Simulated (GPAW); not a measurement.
# NaH (honeycomb monolayer): G0W0 on several meshes in GPAW

Aim: the GW shift of NaH (honeycomb monolayer) against the k mesh.

Method: LDA and many-body steps on it, plane waves, in GPAW 26.7.0.

This is a report of a sequence of runs, with most program output left out.

## (1) The structure

The cell holds 2 atoms: 1 Na and 1 H. Cell: a = 3.648 Å, b = 3.648 Å, c = 11.400 Å, α = 90.0°, β = 90.0°, γ = 120.0°. Vacuum lies along c.

Coordinates:

```xyz
2
Lattice="3.6475 0.0000 0.0000 -1.8238 3.1588 0.0000 0.0000 0.0000 11.4000" Properties=species:S:1:pos:R:3
Na    0.0000    2.1059    5.7022
H     1.8238    1.0529    5.6977
```

The structure was relaxed with LDA. The runs that relaxed it are not among those shown.

## (2) Empty states on the mesh, 9×9×1 mesh, 308 bands

This step: GPAW 26.7.0; DFT, LDA, plane waves, PAW.

The sums over transitions need many empty states on a uniform mesh; this step solves for them.

run.py reads:

```python
import json
import numpy as np
from gpaw.mpi import world
from gpaw import GPAW

calc = GPAW('gs.gpw').fixed_density(kpts={'size': (9, 9, 1), 'gamma': True},
    nbands=359,
    convergence={'bands': 308},
    txt='nscf.txt')
calc.write('full.gpw', mode='all')
res = {}
kpts = calc.get_ibz_k_points()
res['kpts'] = kpts
res['eigenvalues'] = [calc.get_eigenvalues(kpt=k) for k in range(len(kpts))]
res['n_electrons'] = calc.get_number_of_electrons()

if world.rank == 0:
    with open('result.json', 'w') as f:
        json.dump(res, f, default=lambda x: x.tolist())
```

Run with:

```sh
$ mpirun -n 4 gpaw python run.py
```

Run time: 4.4 min. Hardware: 4 MPI ranks of Arm Neoverse V1, shared host; peak memory 1.4 GiB; 18 min of CPU time.

Numbers from this step:

| Item | Value |
| --- | --- |
| gap | 3.247 eV |
| k of the valence top | 0.3333, 0.3333, 0 |
| k of the conduction bottom | 0, 0, 0 |
| least direct gap | 4.687 eV |
| k points computed | 12 |
| lowest point of the top converged band, above the valence top | 100.9305 eV |

On this mesh the gap is 3.247 eV.

## (3) 9×9×1

Now the one-shot GW correction: screening in the RPA, then the self-energy of the levels asked for.

This step: G0W0 on LDA, plane waves, PAW.

run.py reads:

```python
import json
import numpy as np
from gpaw.mpi import world
from gpaw.response.g0w0 import G0W0

gw = G0W0('full.gpw',
    filename='gw',
    kpts=[0, 6, 11],
    bands=(2, 6),
    ecut=60,
    nbands=138,
    truncation='2D',
    integrate_gamma='sphere',
    q0_correction=True,
    frequencies={'type': 'nonlinear', 'domega0': 0.15, 'omega2': 15.0},
    eta=0.1,
    nblocksmax=True)
gw.calculate()
res = {mode: {k: v for k, v in r.items() if k != 'sigma_eskwn'}
       for mode, r in gw.all_results.items()}

if world.rank == 0:
    with open('result.json', 'w') as f:
        json.dump(res, f, default=lambda x: x.tolist())
```

Run with:

```sh
$ mpirun -n 4 gpaw python run.py
```

The job ended after 2.3 min (4 MPI ranks; peak memory 1.8 GiB).

This step gave:

```
G0W0 gap on the points computed              : 6.673 eV
least direct G0W0 gap on the computed points : 8.553 eV
Z at the valence top                         : 0.7774
Z at the conduction bottom                   : 0.8927
starting gap on the mesh                     : 3.247 eV
k of the valence top                         : 0.3333, 0.3333, 0
k of the conduction bottom                   : 0, 0, 0
```

The gap on the mesh goes from 3.25 eV to 6.67 eV, a correction of +3.43 eV.

## (4) Empty states on the mesh, 6×6×1 mesh, 148 bands

This step: DFT, LDA, plane waves, PAW.

run.py reads:

```python
import json
import numpy as np
from gpaw.mpi import world
from gpaw import GPAW

calc = GPAW('gs.gpw').fixed_density(kpts={'size': (6, 6, 1), 'gamma': True},
    nbands=172,
    convergence={'bands': 148},
    txt='nscf.txt')
calc.write('full.gpw', mode='all')
res = {}
kpts = calc.get_ibz_k_points()
res['kpts'] = kpts
res['eigenvalues'] = [calc.get_eigenvalues(kpt=k) for k in range(len(kpts))]
res['n_electrons'] = calc.get_number_of_electrons()

if world.rank == 0:
    with open('result.json', 'w') as f:
        json.dump(res, f, default=lambda x: x.tolist())
```

Run with:

```sh
$ mpirun -n 4 gpaw python run.py
```

It took 49 s on 4 MPI ranks; peak memory 0.96 GiB; 3.3 min of CPU time.

This step gave:

```
gap                                                           : 3.247 eV
k of the valence top                                          : 0.3333, 0.3333, 0
k of the conduction bottom                                    : 0, 0, 0
least direct gap                                              : 4.606 eV
k points computed                                             : 7
lowest point of the top converged band, above the valence top : 62.0319 eV
```

On this mesh the gap is 3.247 eV.

## (5) 6×6×1

This step: G0W0 on LDA, plane waves, PAW.

run.py reads:

```python
import json
import numpy as np
from gpaw.mpi import world
from gpaw.response.g0w0 import G0W0

gw = G0W0('full.gpw',
    filename='gw',
    kpts=[0, 4, 6],
    bands=(2, 6),
    ecut=60,
    nbands=138,
    truncation='2D',
    integrate_gamma='sphere',
    q0_correction=True,
    frequencies={'type': 'nonlinear', 'domega0': 0.15, 'omega2': 15.0},
    eta=0.1,
    nblocksmax=True)
gw.calculate()
res = {mode: {k: v for k, v in r.items() if k != 'sigma_eskwn'}
       for mode, r in gw.all_results.items()}

if world.rank == 0:
    with open('result.json', 'w') as f:
        json.dump(res, f, default=lambda x: x.tolist())
```

Run with:

```sh
$ mpirun -n 4 gpaw python run.py
```

Run time: 47 s. Hardware: 4 MPI ranks; peak memory 1.3 GiB.

This step gave:

```
G0W0 gap on the points computed              : 6.790 eV
least direct G0W0 gap on the computed points : 8.533 eV
Z at the valence top                         : 0.8172
Z at the conduction bottom                   : 0.8814
starting gap on the mesh                     : 3.247 eV
k of the valence top                         : 0.3333, 0.3333, 0
k of the conduction bottom                   : 0, 0, 0
```

Against G0W0 in GPAW (9×9×1 mesh, 138 bands, screening to 60 eV, full frequency, Hilbert transform), the gap moves by +0.117 eV.

## (6) The runs together

Times are wall times on 4 MPI ranks of Arm Neoverse V1, shared host, good to a factor of about two.

```csv
run,mesh,bands,screening cutoff (eV),DFT gap (eV),gap on the mesh (eV),direct (eV),time
9×9×1,9×9×1,138,60,3.247,6.673,8.553,2.3 min
6×6×1,6×6×1,138,60,3.247,6.790,8.533,47 s
```

## (7) Results

```
9×9×1        : 6.673 eV
6×6×1        : 6.790 eV
known limits : not at the basis limit
```

6×6×1: +0.117 eV against 9×9×1. Bands and cutoff are finite, so the gap is not at the basis limit. The miss can reach some tenths of an eV and take either sign; the mesh is an error of its own. These stock PAW sets were not made for GW. In the G0W0 runs levels were corrected at 3 k points alone, so a gap called «on the mesh» is the least over those, and an edge elsewhere would be missed.

[Paths, hosts, dates, memory and timing lines, banners, echoed tables and standing remarks are left out of the program output.]

[Logs are printed without paths, hosts, clocks, repeated set-up lines and the standing remarks that a program may print on its own settings, such as how far it seeks lower states.]

[Runs of the session that timed out or met a known fault of the program may be left out.]

[Hosts, paths, dates, database ids (printed as entryN), source tags and the programs' standing remarks are cut or masked in the printed files.]
